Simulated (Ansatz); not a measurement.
**ZrSi2: opening a crack plane**

ZrSi2, Cmcm, a = 3.674 Å, b = 14.566 Å, c = 3.657 Å. The structure is a COD entry; whether it is the stable form wasn't checked. Ansatz: PBEsol, PAW, 420 eV, Γ-centred 13×13×4 mesh on 12 atoms, Gaussian smearing 0.15 eV; no spin polarisation. One cut on (0-10) per cell of 12 atoms is opened rigidly by x, between planes of Zr and Si that stand 2.11 Å apart; y is the energy per area (13.436 Å², 1 eV/Å² = 16.02 J/m²).

```
x (Å) y (J/m²)
 0.00     0.000
 0.25     0.276
 0.50     0.878
 1.00     2.240
 1.50         ?
 2.00     3.938
 3.00     4.475
 6.00     4.654
```

Fit the universal binding curve y = W[1 − (1 + x/l) e^(−x/l)] to the other rows, give the peak stress, and predict the missing value.

Least squares gives W = 4.68 J/m² and l = 0.618 Å. The stress dy/dx peaks at x = l with W/(e l) = 27.9 GPa, for rigid faces. At x = 1.50: x/l = 2.427, y = 3.264 J/m². The run gave 3.289 J/m², so the fit is 0.025 J/m² too low, within twice the rms miss on the fitted rows (0.024 J/m²).

Cost: 9 runs of about 13 core-minutes in all, on Intel Xeon 6975P-C (Granite Rapids) (shared hosts).

Separating the Zr and Si planes costs most of its energy within the first 2 Å, and the curve is nearly flat by 3 Å. This is the expected signature of short-ranged bonding: the cut severs Zr–Si contacts, probably of mixed Zr d–Si p character with a metallic contribution, and their orbital overlap decays roughly exponentially with opening.

The misfit is small but systematic. The fitted curve lies above the computed energies up to 1.00 Å, below them from 1.50 to 3.00 Å, and above again at 6.00 Å. The computed curve therefore starts softer and then climbs more steeply, which suggests a true stress maximum slightly higher than 27.9 GPa and at a somewhat larger opening than l. The good prediction at 1.50 Å supports interpolation more than it does the exact peak.

Because one face ends in Zr and the other in Si, W fixes only the sum of two unequal surface energies, and without other cuts it can't identify the preferred cleavage plane.
